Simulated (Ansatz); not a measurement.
AlGa3N4: Ga vacancy

Computed with DFT PBEsol, scalar-relativistic, plane waves, PAW in Ansatz. Settings: 420 eV cutoff, 2×2×2 k-mesh, shifted by half a step, Gaussian smearing of 0.01 eV, collinear spin.

Host crystal, relaxed:

```xyz
8
Lattice="4.4676 0.0000 0.0000 0.0000 4.4676 0.0000 0.0000 0.0000 4.4676" Properties=species:S:1:pos:R:3 pbc="T T T"
Al    0.0000    0.0000    0.0000
Ga    2.2338    2.2338    0.0000
Ga    2.2338    0.0000    2.2338
Ga    0.0000    2.2338    2.2338
N     3.3732    3.3732    1.0944
N     3.3732    1.0944    3.3732
N     1.0944    3.3732    3.3732
N     1.0944    1.0944    1.0944
```

Supercell of 32 atoms, rows in host cell vectors: -1 1 1; 1 -1 1; 1 1 -1. Atoms relax at the host's cell, keeping the symmetry that the supercell leaves at the site. The cell is small, so energies carry finite-size errors of tenths of an eV. The host's Kohn–Sham gap is 2.29 eV. Atoms are taken from and returned to the elements' standard states. Charged cells are corrected for image charges with the computed static dielectric tensor (mean 9.9) and aligned with the host's potential at far atoms (alignment terms reach 2.41 eV; the program doubts the alignment in some charges, where it is up to 2.41 eV). No band-filling term is added, and the Fermi level counts from the host's valence band top.

Starting moments were lost in some runs.

Defect: Ga vacancy set at (0.500, 0.500, 0.000) of the host cell. Before relaxation its nearest neighbours are 4 N at 1.95 Å.

| charge | E_f at the valence band top (eV) | over the neutral state (eV) | moment (μB) | largest move (Å) | atoms near the site |
| --- | --- | --- | --- | --- | --- |
| 0 | 7.62 | 0.00 | 3.00 | 0.18 | 4 N at 2.13 Å |
| -1 | 8.43 | 0.80 | 2.00 | 0.16 | 4 N at 2.11 Å |
| -2 | 10.05 | 2.42 | 1.00 | 0.15 | 4 N at 2.10 Å |
| -3 | 12.33 | 4.70 | 0.00 | 0.15 | 4 N at 2.09 Å |

Among the charges computed the stable one is 0 at the valence band top, changing to -1 at 0.80 eV, changing to -2 at 1.62 eV, changing to -3 at 2.28 eV. In charge -1, -2 the cell has partly filled bands: a level of the defect may be part filled, the carrier may sit in the host's bands, or levels may cross between the k points, so transitions that involve it are doubtful. Without the alignment that the program doubts, the level (0/-1) would lie at -0.02 eV, outside the gap, so these runs don't decide whether the defect changes charge there.